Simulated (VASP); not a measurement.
Wanted: the native input for a VASP 6.6.1 run.

```
Task                   : relaxation of cell and atoms
Functional             : PBEsol
Potentials or basis    : VASP PAW PBE potentials, release 64 (C)
Cutoff                 : 600 eV
k mesh                 : 14 × 14 × 14
Occupations            : gaussian, width 0.03 eV
Spin                   : no spin polarisation
Further INCAR settings : ALGO = Normal; EDIFF = 1e-07; IBRION = 2; EDIFFG = -0.005; NSW = 90; ISIF = 3
```

The structure of C lies in POSCAR:

```
C                                       
1.0
    0.0000000000      1.7774542777      1.7774542777
    1.7774542777     -0.0000000000      1.7774542777
    1.7774542777      1.7774542777      0.0000000000
  C             
     2
Direct
     0.0000000000000000    0.0000000000000000    0.0000000000000000
     0.2500000000000000    0.2500000000000000    0.2500000000000000
```

This isn't the form of C at room conditions, which is graphite.

The input as run:

INCAR

```
ALGO = Normal ; EDIFF = 1E-7
EDIFFG = -0.005 ; ENCUT = 600
GGA = PS ; IBRION = 2
ISIF = 3 ; ISMEAR = 0
LASPH = T ; LCHARG = F
LREAL = F ; LWAVE = F
NELM = 80 ; NSW = 90
PREC = Accurate ; SIGMA = 0.03
```

KPOINTS

```
k-points
0
Gamma
  14 14 14
```

Potentials or basis: VASP PAW PBE potentials, release 64 (C).

Launch:

```sh
$ cat potpaw_PBE.64/C/POTCAR > POTCAR
$ mpirun -np 1 vasp_std > vasp.out
```

Results of the run:

```json
{
 "Pressure after relaxing": "0.0 GPa",
 "Band gap on the k mesh": "4.03 eV, indirect (least direct gap 5.57 eV)"
}
```

Caveat: the relaxation stopped at its first step, so nothing moved; the PAW data sets were made with another functional, which shifts forces and pressure a little.

Run time: 6.6 s on 1 thread of Intel(R) Xeon(R) 6975P-C (Granite Rapids) (shared host), peak memory 0.12 GiB.
